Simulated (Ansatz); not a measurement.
S in several cubic structure types, each at its own equilibrium volume.

Method: PBE, plane waves, PAW datasets (generated soft set 1) in Ansatz 0.2.0 development build.

Settings: cutoff 420 eV; no spin polarisation; Fermi–Dirac smearing of 0.0612 eV; k-meshes 48³ (bcc), 32³ (diamond), 47³ (fcc), 42³ (simple cubic).

(1) Rank the structures by energy per atom, lowest first.
A. diamond
B. simple cubic
C. bcc
D. fcc

(2) Give the equilibrium volume and bulk modulus of each.

Results:

(1) B (0.0 meV/atom), A (383 meV/atom), C (506 meV/atom), D (677 meV/atom).

(2) 
```json
{"structure": "bcc", "V₀ (Å³/atom)": "15.75", "B₀ (GPa)": "83"}
{"structure": "diamond", "V₀ (Å³/atom)": "24.27", "B₀ (GPa)": "44"}
{"structure": "fcc", "V₀ (Å³/atom)": "15.87", "B₀ (GPa)": "79"}
{"structure": "simple cubic", "V₀ (Å³/atom)": "17.22", "B₀ (GPa)": "84"}
```

Only these cubic types are compared here; the real ground state can be another structure or magnetic.

Model structures, not the usual forms at ambient conditions (metastable or hypothetical): S (bcc type), S (diamond type), S (fcc type), S (simple cubic type).
